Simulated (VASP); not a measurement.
CdSe: single point with PBE

**What was measured.**

From a printed reference work, data compilation, for a bulk crystal of CdSe at 2 K: band gap 1.841 eV.

CdSe:

```
Cd Se
1.0
     4.38301    0.00000    0.00000
    -2.19151    3.79580    0.00000
     0.00000    0.00000    7.15527
Cd Se
2 2
Direct
  0.33333 0.66667 0.00464
  0.66667 0.33333 0.50464
  0.33333 0.66667 0.38036
  0.66667 0.33333 0.88036
```

| Quantity | Value |
| --- | --- |
| Program | VASP 6.6.1 |
| Task | single point |
| Functional | PBE |
| Potentials or basis | VASP PAW PBE potentials, release 64 (Cd, Se) |
| Cutoff | 520 eV |
| k mesh | 9 × 9 × 4 |
| Occupations | gaussian, width 0.02 eV |
| Spin | no spin polarisation |
| Dipole correction | no |
| Further INCAR settings | ALGO = Normal; EDIFF = 1e-06; NBANDS = 26 |

```yaml
Pressure: 0.2 GPa
Band_gap_on_the_k_mesh: 0.54 eV
```

Levels at points of the mesh, in eV from the valence-band top:
| k point | band 14 | band 15 | band 16 | band 17 | band 18 | band 19 | band 20 | band 21 | band 22 | band 23 |
| --- | --- | --- | --- | --- | --- | --- | --- | --- | --- | --- |
| (0.00, 0.00, 0.00) | -0.69 | -0.69 | -0.04 | 0.00 | 0.00 | 0.54 | 2.14 | 5.85 | 5.85 | 6.12 |
| (0.00, 0.00, 0.50) | -2.53 | -0.36 | -0.36 | -0.36 | -0.36 | 2.26 | 2.26 | 5.76 | 5.76 | 6.24 |

Wall time 44 s on 1 thread of Intel(R) Xeon(R) 6975P-C (Granite Rapids), with other jobs on the host, peak memory 0.3 GiB.

A measured gap of CdSe is 1.841 eV (2 K; a printed reference work, data compilation); the calculated 0.54 eV misses it by -1.30 eV. So large a miss can be the level of theory's own, or it may mean another phase, state or a wrong row. Spin-orbit coupling on Cd, Se is left out. The value is that of PBE, without temperature or zero-point motion. Semilocal functionals fall short of measured gaps as a rule.

Caveat: semilocal functionals underestimate gaps, and a narrow one can read as zero.
